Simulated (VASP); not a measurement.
Set up this calculation in VASP 6.6.1, as the native input.

* Task: relaxation of cell and atoms
* Functional: r2SCAN
* Potentials or basis: VASP PAW PBE potentials, release 64 (Ag)
* Cutoff: 600 eV
* k mesh: 18 × 18 × 18
* Occupations: gaussian, width 0.1 eV
* Spin: no spin polarisation
* Further INCAR settings: ALGO = Normal; EDIFF = 1e-07; IBRION = 2; EDIFFG = -0.005; NSW = 90; ISIF = 3

The structure of Ag lies in POSCAR:

```
Ag
1.0
    0.0000000000      2.0675000000      2.0675000000
    2.0675000000      0.0000000000      2.0675000000
    2.0675000000      2.0675000000      0.0000000000
Ag
1
Direct
    0.0000000000      0.0000000000      0.0000000000
```

One way to write it, as run:

INCAR

```
SYSTEM = Ag
PREC = Accurate ; ENCUT = 600
EDIFF = 1E-7 ; ISMEAR = 0
SIGMA = 0.1 ; LREAL = .False.
LASPH = .True. ; NELM = 60
ALGO = Normal ; ISIF = 3
LWAVE = .False. ; LCHARG = .False.
METAGGA = R2SCAN ; LMIXTAU = .True.
IBRION = 2 ; NSW = 90
EDIFFG = -0.005
```

KPOINTS

```
regular mesh
0
Gamma
  18 18 18
  0 0 0
```

Potentials or basis: VASP PAW PBE potentials, release 64 (Ag).

Run with:

```bash
$ cat potpaw_PBE.64/Ag/POTCAR > POTCAR
$ mpirun -np 1 vasp_std > vasp.out
```

Results of the run:

```yaml
Relaxed_volume: 17.30 Å³/atom
Relaxed_cell: a = 2.903 Å, b = 2.903 Å, c = 2.903 Å, α = 60.00°, β = 60.00°, γ = 60.00°
Space_group_after_relaxing_to_0.05_Å: Fm-3m (No. 225)
Energy_gained_by_relaxing: 2.5 meV/atom
Ionic_steps: 3
Pressure_after_relaxing: 0.0 GPa
Band_gap_on_the_k_mesh: none (metal or under the smearing width)
```

Caveat: the PAW data sets were made with another functional, which shifts forces and pressure a little.

Wall time 110 s on 1 thread of Intel(R) Xeon(R) 6975P-C (Granite Rapids), on a shared host, peak memory 0.19 GiB.
